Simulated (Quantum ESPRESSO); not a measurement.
Crystal: TaN.

```
Ta N
1.0
     0.00000    2.21132    2.21132
     2.21132    0.00000    2.21132
     2.21132    2.21132    0.00000
Ta N
1 1
Direct
  0.50000 0.50000 0.50000
  0.00000 0.00000 0.00000
```

The cell comes from a database or a generator and needn't be the stable form of this composition.

Base run:

* Program: Quantum ESPRESSO 7.5
* Functional: PBEsol
* Potentials or basis: GBRV 1.5 PBEsol
* Cutoff: 762 eV
* Density cutoff: 6095 eV
* k mesh: 10 × 10 × 10
* Occupations: fermi-dirac, width 0.05 eV
* Spin: no spin polarisation
* Hubbard terms: Ta d U = 2 eV

Its results: band gap on the k mesh none (metal or under the smearing width); pressure -9.1 GPa.

After a change of settings the same cell gave: band gap on the k mesh none (metal or under the smearing width); pressure -6.1 GPa. Which change was it?
A. hubbard terms from Ta d U = 2 eV to Ta d U = 5 eV
B. potentials or basis from GBRV 1.5 PBEsol to PseudoDojo 0.4.1 SR PBE standard; cutoff from 762 eV to 1143 eV; density cutoff from 6095 eV to 4572 eV; hubbard terms from Ta d U = 2 eV to none; hubbard projectors from ortho-atomic to none
C. hubbard terms from Ta d U = 2 eV to none
D. hubbard terms from Ta d U = 2 eV to Ta d U = 3 eV

A.

Caveats: U without spin polarisation on a metal has little footing.
